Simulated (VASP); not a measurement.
# CdTe (F-43m) in VASP: notebook

The runs below take CdTe through single point, relaxation of cell and atoms, with PBE+D3(BJ), PBE+D4, PBE.

Everything below comes from runs of VASP 6.6.1. Logs are shortened: lines on timing, memory, paths and dates and some standing lists are left out, and cuts for length are marked.

**Experimental background.**

From a printed reference work, data compilation, for a bulk crystal of CdTe at 0 K: band gap 1.607 eV.

How close the calculation comes is told below.

## Step 1: The cell of the first run

It takes space group F-43m (No. 216, cubic). Conventional cell: a = 6.517 Å, b = 6.517 Å, c = 6.517 Å, α = 90.00°, β = 90.00°, γ = 90.00°. Te (site symmetry -43m) has 4 Cd at 2.82 Å within 3.7 Å. Cd (site symmetry -43m) has 4 Te at 2.82 Å within 3.7 Å.

## Step 2: Single point, PBE+D3(BJ)

Input file INCAR:

```
  PREC = Accurate
  ENCUT = 520
  EDIFF = 1E-6
  ISMEAR = -1
  SIGMA = 0.05
  LREAL = F
  LASPH = T
  NELM = 100
  ALGO = Normal
  ISIF = 2
  LWAVE = F
  LCHARG = F
  GGA = PE
  IVDW = 12
  NBANDS = 16
```

Input file KPOINTS:

```
regular mesh
0
Gamma
  7 7 7
```

Input file POSCAR:

```
CdTe
1.0
    0.0000000000      3.2583938347      3.2583938347
    3.2583938347      0.0000000000      3.2583938347
    3.2583938347      3.2583938347      0.0000000000
Te Cd
1 1
Direct
    0.7500000000      0.7500000000      0.7500000000
    0.0000000000      0.0000000000      0.0000000000
```

Potentials or basis: VASP PAW PBE potentials, release 64 (Te, Cd).

Started as:

```sh
$ cat potpaw_PBE.64/Te/POTCAR potpaw_PBE.64/Cd/POTCAR > POTCAR
$ mpirun -np 1 vasp_std > vasp.out
```

OUTCAR:

```text
PREC = Accurate
   ENCUT = 520
   EDIFF = 1E-6
   ISMEAR = -1
   LREAL = F
   LASPH = T
   NELM = 100
   ISIF = 2
   GGA = PE
   IVDW = 12
 IVDW          = 12

 ion  position               nearest neighbor table
   1  0.750  0.750  0.750-   2 2.82   2 2.82   2 2.82   2 2.82
   2  0.000  0.000  0.000-   1 2.82   1 2.82   1 2.82   1 2.82

  LATTYP: Found a face centered cubic cell.
 ALAT       =     6.5167876694

  Lattice vectors:

 A1 = (   0.0000000000,   3.2583938347,   3.2583938347)
 A2 = (   3.2583938347,   0.0000000000,   3.2583938347)
 A3 = (   3.2583938347,   3.2583938347,   0.0000000000)

Analysis of symmetry for initial positions (statically):
=====================================================================
 Subroutine PRICEL returns:
 Original cell was already a primitive cell.

 Routine SETGRP: Setting up the symmetry group for a
 face centered cubic supercell.

 Subroutine GETGRP returns: Found 24 space group operations
 (whereof 24 operations were pure point group operations)
 out of a pool of 48 trial point group operations.

The static configuration has the point symmetry T_d .

Analysis of symmetry for dynamics (positions and initial velocities):
=====================================================================
 Subroutine PRICEL returns:
 Original cell was already a primitive cell.

 Routine SETGRP: Setting up the symmetry group for a
 face centered cubic supercell.

 Subroutine GETGRP returns: Found 24 space group operations
 (whereof 24 operations were pure point group operations)
 out of a pool of 48 trial point group operations.

The dynamic configuration has the point symmetry T_d .

 Subroutine INISYM returns: Found 24 space group operations
 (whereof 24 operations are pure point group operations),
 and found     1 'primitive' translations

----------------------------------------------------------------------------------------

                                     Primitive cell

  volume of cell :      69.1896

  direct lattice vectors                    reciprocal lattice vectors
     0.000000000  3.258393835  3.258393835    -0.153449836  0.153449836  0.153449836
     3.258393835  0.000000000  3.258393835     0.153449836 -0.153449836  0.153449836
     3.258393835  3.258393835  0.000000000     0.153449836  0.153449836 -0.153449836

  length of vectors
[... 75 lines left out ...]
   ENCUT  =  520.0 eV  38.22 Ry    6.18 a.u.   8.57  8.57  8.57*2*pi/ulx,y,z
   NELM   =    100;   NELMIN=  2; NELMDL= -5     # of ELM steps
   EDIFF  = 0.1E-05   stopping-criterion for ELM
   LREAL  =      F    real-space projection
   EDIFFG = 0.1E-04   stopping-criterion for IOM
   NSW    =      0    number of steps for IOM
   IBRION =     -1    ionic relax: 0-MD 1-quasi-New 2-CG
   NFREE  =      0    steps in history (QN), initial steepest desc. (CG)
   ISIF   =      2    stress and relaxation
   ISYM   =      2    0-nonsym 1-usesym 2-fastsym
   POTIM  = 0.5000    time-step for ionic-motion
   TEBEG  =    0.0;   TEEND  =   0.0 temperature during run
   PSTRESS=    0.0 pullay stress
   NELECT =      18.0000    total number of electrons
   NUPDOWN=      -1.0000    fix difference up-down
   EMIN   =  10.00;   EMAX   =-10.00  energy-range for DOS
   EFERMI =   0.00;   METHOD = LEGACY
   ISMEAR =    -1;   SIGMA  =   0.05  broadening in eV -4-tet -1-fermi 0-gaus
   EFERMI_NEDOS =   21; number of points for ismear=-14 and -15
   IALGO  =     38    algorithm
   IMIX   =      4    mixing-type and parameters
     AMIX     =   0.40;   BMIX     =  1.00
     AMIX_MAG =   1.60;   BMIX_MAG =  1.00
  volume/ion in A,a.u.               =      34.59       233.46
  Fermi-wavevector in a.u.,A,eV,Ry     =   1.045086  1.974926 14.860352  1.092205
  Thomas-Fermi vector in A             =   2.179867
   LORBIT       =      0    0 simple, 1 ext, 2 COOP (PROOUT), +10 PAW based schemes
   GGA     = PE    functional components
   LHFCALC =     F    Hartree Fock is set to
   AEXX    =    0.0000 exact exchange contribution
   IVDW    =    12    specifies the selected vdW correction
   LEPSILON=     F    determine dielectric tensor
   LRPA    =     F    only Hartree local field effects (RPA)
 non-spin polarized calculation
  energy-cutoff  :      520.00
  volume of cell :       69.19
 maximum number of plane-waves:      1877
 NGX is ok and might be reduce to    36
   NGX = 17   NGY = 17   NGZ = 17

 number of electron      18.0000001 magnetization

 Free energy of the ion-electron system (eV)
  ---------------------------------------------------
  ext. energy  EPLUGINS =         0.00000000
  ---------------------------------------------------
  free energy    TOTEN  =        -4.79042390 eV

  energy without entropy =       -4.79041689  energy(sigma->0) =       -4.79042040

 E-fermi :   2.5912     XC(G=0):  -8.5112

 val. band max:        2.1983564481   @ k =   0.0000   0.0000   0.0000
 cond. band min:       2.9193163164   @ k =   0.0000   0.0000   0.0000
 fundamental gap:      0.7209598683
 Fermi energy:         2.5912059339

 k-point     1 :       0.0000    0.0000    0.0000
  band No.  band energies     occupation
      1      -8.8814      2.00000
      2      -6.0325      2.00000
      3      -6.0325      2.00000
      4      -6.0325      2.00000
      5      -5.7841      2.00000
      6      -5.7841      2.00000
[... 357 lines left out ...]
      3      -5.9095      2.00000
      4      -5.8136      2.00000
      5      -5.7804      2.00000
      6      -5.2564      2.00000
[... 8 lines left out ...]
     15      12.3081      0.00000
     16      14.0871      0.00000

------------------------ aborting loop because EDIFF is reached ----------------------------------------

 Edisp (eV)   -0.67065

 E8    (eV) :    -0.3009

  FORCE on cell =-STRESS in cart. coord.  units (eV):
  Direction    XX          YY          ZZ          XY          YZ          ZX
  --------------------------------------------------------------------------------------
  -------------------------------------------------------------------------------------
  Total       0.05834     0.05834     0.05834     0.00000     0.00000    -0.00000
  in kB       1.35087     1.35087     1.35087     0.00000     0.00000    -0.00000
  external pressure =        1.35 kB  Pullay stress =        0.00 kB

 VOLUME and BASIS-vectors are now :
 -----------------------------------------------------------------------------
  energy-cutoff  :      520.00
  volume of cell :       69.19
      direct lattice vectors                 reciprocal lattice vectors
     0.000000000  3.258393835  3.258393835    -0.153449836  0.153449836  0.153449836
     3.258393835  0.000000000  3.258393835     0.153449836 -0.153449836  0.153449836
     3.258393835  3.258393835  0.000000000     0.153449836  0.153449836 -0.153449836

 POSITION                                       TOTAL-FORCE (eV/Angst)
 -----------------------------------------------------------------------------------
      4.88759      4.88759      4.88759         0.000000      0.000000      0.000000
      0.00000      0.00000      0.00000        -0.000000     -0.000000     -0.000000
 -----------------------------------------------------------------------------------
    total drift:                                0.000000      0.000000      0.000000

  FREE ENERGIE OF THE ION-ELECTRON SYSTEM (eV)
  ---------------------------------------------------
  free  energy   TOTEN  =        -5.4610753512 eV

  energy  without entropy=       -5.4610683344  energy(sigma->0) =       -5.46107184
```

OSZICAR:

```text
N       E                     dE             d eps       ncg     rms          rms(c)
DAV:   1     0.101842691611E+03    0.10184E+03   -0.80732E+03   640   0.965E+02
DAV:   2    -0.128658849221E+01   -0.10313E+03   -0.97867E+02   776   0.234E+02
DAV:   3    -0.498729439918E+01   -0.37007E+01   -0.36965E+01   776   0.467E+01
DAV:   4    -0.502094061701E+01   -0.33646E-01   -0.33645E-01   952   0.394E+00
DAV:   5    -0.502101643130E+01   -0.75814E-04   -0.75814E-04   856   0.178E-01    0.543E+00
DAV:   6    -0.480444024346E+01    0.21658E+00   -0.37203E-01   744   0.723E+00    0.447E+00
DAV:   7    -0.478908071741E+01    0.15360E-01   -0.10674E-01   768   0.210E+00    0.171E+00
DAV:   8    -0.478999482148E+01   -0.91410E-03   -0.10496E-02   712   0.116E+00    0.468E-01
DAV:   9    -0.479032812166E+01   -0.33330E-03   -0.95456E-04   768   0.321E-01    0.106E-01
DAV:  10    -0.479038447112E+01   -0.56349E-04   -0.11093E-04   808   0.102E-01    0.558E-02
DAV:  11    -0.479042482904E+01   -0.40358E-04   -0.80685E-05   736   0.569E-02    0.381E-02
DAV:  12    -0.479042390441E+01    0.92463E-06   -0.32226E-06   744   0.144E-02
   1 F= -.54610754E+01 E0= -.54610718E+01  d E =-.701681E-05
```

stdout:

```text
POSCAR found type information on POSCAR TeCd
 POSCAR found :  2 types and       2 ions
 scaLAPACK will be used
 LDA part: xc-table for (Slater+PW92), standard interpolation
 POSCAR, INCAR and KPOINTS ok, starting setup
 FFT: planning ... GRIDC
 FFT: planning ... GRID_SOFT
 FFT: planning ... GRID
 WAVECAR not read
 entering main loop
```

Run time: 13 s. Hardware: 1 thread of Intel Xeon Platinum 8488C (Sapphire Rapids), shared host; peak memory 0.22 GiB.

What came out:

```yaml
Free_energy: -5.4611 eV
Pressure: 0.1 GPa
Band_gap_on_the_k_mesh: 0.72 eV, direct
Dispersion_energy_per_atom: -0.335 eV
```

Caveat: spin-orbit coupling is left out, which moves the levels of the heavy elements.

## Step 3: Single point, PBE+D4

Input file INCAR:

```
ALGO = Normal
EDIFF = 1E-7
ENCUT = 520
GGA = PE
ISIF = 2
ISMEAR = -1
IVDW = 13
LASPH = T
LCHARG = T
LELF = T
LREAL = F
LVHAR = T
LWAVE = F
NBANDS = 16
NELM = 100
PREC = Accurate
SIGMA = 0.05
```

Input file KPOINTS:

```
k-points
0
Gamma
  7 7 7
```

Input file POSCAR:

```
CdTe
1.0
    0.0000000000      3.2576317438      3.2576317438
    3.2576317438      0.0000000000      3.2576317438
    3.2576317438      3.2576317438      0.0000000000
Te Cd
1 1
Direct
    0.7500000000      0.7500000000      0.7500000000
    0.0000000000      0.0000000000      0.0000000000
```

Potentials or basis: VASP PAW PBE potentials, release 64 (Te, Cd).

Started as:

```sh
$ cat potpaw_PBE.64/Te/POTCAR potpaw_PBE.64/Cd/POTCAR > POTCAR
$ mpirun -np 1 vasp_std > vasp.out
```

It took 17 s on 1 thread of Intel Xeon Platinum 8488C (Sapphire Rapids), shared host; peak memory 0.21 GiB.

The run converged. Its results:

```
Free energy                : -5.4886 eV
Pressure                   : 0.1 GPa
Band gap on the k mesh     : 0.72 eV, direct
Dispersion energy per atom : -0.349 eV
```

Levels at points of the mesh, in eV from the valence-band top:
```csv
k point,band 5,band 6,band 7,band 8,band 9,band 10,band 11,band 12,band 13,band 14
"(0.00, 0.00, 0.00)",-7.99,-7.99,0.00,0.00,0.00,0.72,4.61,4.61,4.61,7.44
```

Caveat: spin-orbit coupling is left out, which moves the levels of the heavy elements.

[end of part 1 of 2]
